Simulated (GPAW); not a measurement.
FeO (Wuestite):

```xyz
2
Lattice="1.5188 0.8769 2.5196 -1.5188 0.8769 2.5196 0.0000 -1.7538 2.5196" Properties=species:S:1:pos:R:3 pbc="T T T"
Fe    0.0000    0.0000    0.0000
O     0.0000    0.0000    3.7794
```

Base run:

```yaml
Program: GPAW 26.7.0
Functional: PBEsol
Potentials_or_basis: PAW data sets generated in the run's folder for this functional
Cutoff: 800 eV
Basis: pw
k_mesh: 8 × 8 × 8
Occupations: fermi-dirac, width 0.05 eV
Spin: collinear spin, ferromagnetic start
Starting_moments: "[3.0, 0.0] μB"
Hubbard_terms: Fe d U = 1 eV
```

Its results: pressure -7.6 GPa; net moment 4.00 μB per cell; site moments Fe +3.59; O +0.22 μB.

Q: The run is repeated on the same cell with these changes: hubbard terms from Fe d U = 1 eV to Fe d U = 4 eV. What comes out?

A: Pressure -6.4 GPa; net moment 4.00 μB per cell; site moments Fe +3.72; O +0.17 μB.

Caveats: a cell with one magnetic atom can't hold antiferromagnetic order, which such compounds often take.

Not every run made on this cell is shown here.
